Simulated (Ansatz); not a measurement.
**Tin, simple cubic: r²SCAN0 at the r²SCAN geometry**

Aim: see what exact exchange does to the levels, and what it costs. Spin polarisation is left out. The cell comes from an earlier r²SCAN relaxation. Exact exchange is dear, so the k-mesh is coarse, and r²SCAN is run on the same mesh for comparison.

Program: Ansatz 0.2.0. Level of theory: DFT, plane waves (500 eV) with PBE-made PAW files, scalar-relativistic; functionals as named at each step. These are calculated values, not measurements.

## 1. The structure to begin with

Symmetry: Pm-3m, No. 221, cubic system. The conventional cell has a = 3.052 Å, b = 3.052 Å, c = 3.052 Å, α = 90.00°, β = 90.00°, γ = 90.00°. Around Sn (site symmetry m-3m) lie 6 Sn at 3.05 Å.

Coordinates:

```
CELL_PARAMETERS angstrom
3.05193 0.00000 0.00000
0.00000 3.05193 0.00000
0.00000 0.00000 3.05193
ATOMIC_POSITIONS crystal
Sn 0.00000 0.00000 0.00000
```

## 2. r²SCAN on the coarse mesh

The run with r²SCAN.

input.yaml

```yaml
crystal:
  lattice:
    - [3.0519306022, 0.0, 0.0]
    - [0.0, 3.0519306022, 0.0]
    - [0.0, 0.0, 3.0519306022]
  atoms:
    - { symbol: Sn, position: [0.0, 0.0, 0.0] }
hamiltonian:
  xc: r2scan
  pseudopotentials:
    kind: paw
    azcp:
      Sn: "pseudopotentials/Sn.paw.azcp"
basis:
  ecutwfc: 500
  fft_grid_basis: typed
kpoints:
  mp_grid: { grid: [5, 5, 5], shift: [0, 0, 0] }
magnetization:
  spin_polarized: false
scf:
  occupations: { method: fermi_dirac, width: 0.1 }
output:
  write_density: true
  write_potential: true
  elf: true
  volumetric_format: npy
```

Command:

```
> ansatz run input.yaml --threads 4 --pin off --max-ram 8192MiB --backend cpu --events-out ev --progress --plain --runs-dir out
```

The program printed, shortened:

```text
Warning: RAYON_NUM_THREADS=4 ignored (pool sized by the plan → 4); use --threads N
[...]
Pseudopotentials: kind: paw
Pseudopotential: Sn, paw, valence charge 14, recommended cutoff 500 eV (meta_gga), <dir>
Functional definition: r2SCAN
[...]
Crystal: 1 atoms, lattice volume = 28.427 Å³
Basis set: ecut = 500 eV, 739 PW (Γ), exchange–correlation on 96×96×96 points (64 copies of the dense FFT grid, shifted against one another)
Bands: 11, of which v1, the nominal top of the filled ones, is band 7 counted from 1 (6 counted from 0)
Symmetry: 48 space group operations
Space group: Pm-3m (ITA 221), of the structure as read, at distance tolerance 3.1e-5 Å
k-points: 10 of 125
[...]
SCF iter   1: F=—  HF=-6038.604779 eV  |F-HF|=—  |Δ(HF+E_count)|=         —  Δρ=3.78e-3  dr2=2.09e-3  dr2_τ=7.63e-4  ethr=1.77e-3  ⟨swp⟩=5.2  Hψ=668  notcnv=0
[...]
SCF iter   6: F=-6038.610287 eV  HF=-6038.610287 eV  |F-HF|=3.09e-11  |Δ(HF+E_count)|=   6.58e-9  Δρ=4.07e-7  dr2=1.60e-11  dr2_τ=1.59e-12  ethr=6.13e-11  ⟨swp⟩=1.4  Hψ=304  notcnv=0
[...]
SCF converged after 6 iterations
Free energy (F): -6038.610287 eV
[...]
E sigma→0 (E₀):  -6038.605684 eV
Entropy (-TS):   -0.009206 eV (-9.206 meV/atom)
Fermi energy:    9.628872 eV
[...]
--- Band table (eV; the first three rows and the last of 10) ---
  k-point 0: bands = ["-12.4514", "-12.4514", "-12.0171", "-12.0171", "-12.0171", "-1.4663", "15.6046", "15.6046", "15.6046", "18.9814", "18.9814"]
[...]
```

Wall time 0.54 s (4 threads of Arm Neoverse V1, shared host); peak memory 0.31 GiB.

Density in a lattice plane of the grid's cell (edges 3.05 and 3.05 Å, at 0.000 of the third edge), which holds Sn.

Ten even steps from ' ' (0.07 e/Å³) to '@' (16.62 e/Å³):
```
%%##**==::..                          ..::==**##
**++==--::..                          ..::--==++
----::::..                              ..::::--
........                                  ......
                                                
                                                
                                                
                                                
                                                
                                                
                                                
                                                
                                                
                                                
                                                
........                                  ......
----::::..                              ..::::--
**++==--::..                          ..::--==++
%%##**==::..                          ..::==**##
@@%%##==--..                          ..--==##%%
```
Columns run along the first of these edges and rows up along the second, over one cell in 24 and 20 even steps from the bottom left corner. Atoms in the plane (fractional): Sn at (0.00, 0.00).

ELF in the same plane.

Ten even steps from ' ' (0.00) to '@' (0.53):
```
        ..--++++**##%%@@@@@@%%##**++++--..      
      ..::==++****##%%@@@@@@%%##****++==::..    
......::==++++****##%%%%@@%%%%##****++++==::....
::----==++++******##%%%%%%%%%%##******++++==----
++++++++**********##############**********++++++
++++************####****++****####************++
**********######****++======++****######********
##############****++==------==++****############
@@@@@@@@%%%%##**++==--::::::--==++**##%%%%@@@@@@
@@@@@@@@%%%%##**++----::::::----++**##%%%%@@@@@@
@@@@@@@@%%%%##**++==--::::::--==++**##%%%%@@@@@@
##############****++==------==++****############
**********######****++======++****######********
++++************####****++****####************++
++++++++**********##############**********++++++
::----==++++******##%%%%%%%%%%##******++++==----
......::==++++****##%%%%@@%%%%##****++++==::....
      ..::==++****##%%@@@@@@%%##****++==::..    
        ..--++++**##%%@@@@@@%%##**++++--..      
        ..--++++****%%@@@@@@%%****++++--..      
```
Columns run along the first of these edges and rows up along the second, over one cell in 24 and 20 even steps from the bottom left corner. Atoms in the plane (fractional): Sn at (0.00, 0.00).

Both are smooth fields of the valence electrons: close to the nuclei they are not physical.

Maxima of ELF outside the ion cores: 0.53 on the Sn–Sn line, 1.5 Å from Sn.

## 3. r²SCAN0, coarse mesh

The run with r²SCAN0.

Edit input.yaml of step 2 so:

```diff
@@ -8,3 +8,3 @@
 hamiltonian:
-  xc: r2scan
+  xc: r2scan0
   pseudopotentials:
@@ -22,6 +22 @@
   occupations: { method: fermi_dirac, width: 0.1 }
-output:
-  write_density: true
-  write_potential: true
-  elf: true
-  volumetric_format: npy
```

Command:

```
> ansatz run input.yaml --threads 4 --pin off --max-ram 8192MiB --backend cpu --events-out ev --progress --plain --runs-dir out
```

The program printed, shortened:

```text
Warning: RAYON_NUM_THREADS=4 ignored (pool sized by the plan → 4); use --threads N
[...]
[... 2 set-up lines as earlier in the session ...]
Functional definition: r2SCAN0
[...]
Crystal: 1 atoms, lattice volume = 28.427 Å³
Basis set: ecut = 500 eV, 739 PW (Γ), exchange–correlation on 96×96×96 points (64 copies of the dense FFT grid, shifted against one another)
Bands: 11, of which v1, the nominal top of the filled ones, is band 7 counted from 1 (6 counted from 0)
[... 2 set-up lines as earlier in the session ...]
k-points: 10 of 125
[...]
SCF iter   1: F=—  HF=-6038.604078 eV  |F-HF|=—  |Δ(HF+E_count)|=         —  Δρ=3.77e-3  dr2=2.08e-3  dr2_τ=7.53e-4  ethr=1.77e-3  ⟨swp⟩=11.4  Hψ=554  notcnv=0
[...]
Frozen-core exchange: fock
[...]
hybrid outer 2: dexx = +1.134e-7 eV, tail = 7.68e-8 eV, Δε = 3.03e-3 eV (about 4.14e-4 eV left of the loop's levels)
hybrid SCF converged: 2 outer / 7 inner (+5 warm-up), last move |dexx| = 1.13e-7 eV, tail = 7.68e-8 eV
Stability not checked: this state was not tested for a lower state beside it, because the functional holds exact exchange (a hybrid, or Hartree-Fock), whose exchange loop this test does not read (fock_operator; see scf.lower_state_search)
Free energy (F): -6038.447179 eV
Frozen-core exchange: fock
[...]
E sigma→0 (E₀):  -6038.443845 eV
Entropy (-TS):   -0.006668 eV (-6.668 meV/atom)
Fermi energy:    9.266417 eV
[...]
--- Band table (eV; the first three rows and the last of 10) ---
  k-point 0: bands = ["-15.0203", "-15.0203", "-14.5724", "-14.5724", "-14.5724", "-3.1852", "16.5155", "16.5155", "16.5155"]
[...]
  guard bands above this table: 2 of the run's 11 bands. The solve was not asked for them (output.publish_guard_bands: true or output.eigenvalues: true publishes all)
```

It took 3.4 s on 4 threads of Arm Neoverse V1, shared host; peak memory 0.72 GiB.

## 4. Side by side

```tsv
functional	gap on the mesh	Fermi energy (eV)	SCF cycles	exchange loops	CPU time
r²SCAN	none (levels filled in part)	9.629	6	-	1.4 s
r²SCAN0	none (levels filled in part)	9.266	12	2	9.9 s
```

## 5. Outcome

```
                               quantity                         value
                            r²SCAN: gap  none (levels filled in part)
                           r²SCAN0: gap  none (levels filled in part)
    r²SCAN0: SCF cycles, exchange loops                         12, 2
  r²SCAN0: CPU time over that of r²SCAN                           7.3
r²SCAN0: relative to alpha-Sn (diamond)                 +210 meV/atom
```

Neither r²SCAN nor r²SCAN0 shows a clean gap on this mesh. The hybrid took 7.3 times as much CPU time as r²SCAN on the same settings. The exchange operator of r²SCAN0 was renewed in 2 outer loops. The dense-mesh value adds +107.7 meV/atom, the change that r²SCAN shows between the coarse mesh and its own dense run (not shown). Under r²SCAN0 it lies 210 meV/atom above alpha-Sn (diamond) (computed apart in the same way); on such meshes a few tens of meV are uncertain for metals. Absolute energies differ from functional to functional, by eV per atom at times, and say nothing by themselves.
